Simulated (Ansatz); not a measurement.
# SnO2: the cost of one run

Program: Ansatz 0.2.0. Level of theory: DFT PBEsol, scalar-relativistic, plane waves, PAW. These are calculated values, not measurements.

5 further runs of the same task are left out: 1 that didn't finish, 4 set aside as unsound or not needed. Runs told in other sessions of the task aren't counted.

### Step 1. The starting structure

It takes space group I4_1/amd (No. 141, tetragonal). Conventional cell: a = 4.010 Å, b = 4.010 Å, c = 10.249 Å, α = 90.00°, β = 90.00°, γ = 90.00°. Sn (site symmetry -4m2) has 6 O at 2.06 to 2.08 Å in its first shell of neighbours. Around O (site symmetry 2mm) lie 3 Sn at 2.06 to 2.08 Å.

As a file:

```
Sn O
1.0
    -2.00519    2.00519    5.12460
     2.00519   -2.00519    5.12460
     2.00519    2.00519   -5.12460
Sn O
2 4
Direct
  0.75000 0.25000 0.50000
  0.00000 0.00000 0.00000
  0.79713 0.79713 0.00000
  0.95287 0.45287 0.50000
  0.20287 0.20287 0.00000
  0.54713 0.04713 0.50000
```

It goes back to an entry of the Materials Project, which need not be the stable form.

It is the result of an earlier relaxation at this level (volume 13.74 Å³/atom; gap on the mesh: 1.55 eV).

### Step 2. Plan of the line

The energy is mapped over volume and the cell's shape.

First coordinate, volume per atom: 5 values from 11.54 to 15.93 Å³. Second coordinate, c/a of the conventional cell: 5 values from 2.265 to 2.883.

Relaxed at each point: the atoms inside the fixed cell. Energies count from the relaxed crystal. Points are written as (first, second).

### Step 3. Grid point (15.93 Å³, 2.265)

Input file input.yaml:

```yaml
crystal:
  lattice:
    - [-2.1932613824, 2.1932613824, 4.9686143357]
    - [2.1932613824, -2.1932613824, 4.9686143357]
    - [2.1932613824, 2.1932613824, -4.9686143357]
  atoms:
    - { symbol: Sn, position: [0.75, 0.25, 0.5] }
    - { symbol: Sn, position: [0.0, 0.0, 0.0] }
    - { symbol: O, position: [0.7971321225, 0.7971321225, 0.0] }
    - { symbol: O, position: [0.9528678775, 0.4528678775, 0.5] }
    - { symbol: O, position: [0.2028678775, 0.2028678775, 0.0] }
    - { symbol: O, position: [0.5471321225, 0.0471321225, 0.5] }
basis:
  ecutwfc: 520.0
kpoints:
  mp_grid: { grid: [10, 10, 10] }
hamiltonian:
  xc: pbesol
  pseudopotentials: { kind: paw, azcp: { folder: soft_1 } }
scf:
  occupations: { method: gaussian, width: 0.05 }
output:
  forces: true
  stress: true
  eigenvalues: true
relax:
  adjacent_minimum: "off"
  f_tol: 0.01
  max_steps: 30
```

On the command line:

```bash
ansatz run input.yaml --threads 2 --pin off --max-ram 4096MiB --backend cpu --events-out ev --progress --plain --runs-dir out
```

What time and memory should one allow on 2 threads of Arm Neoverse N1, shared host?

About 72 s, with a peak of 0.61 GiB.
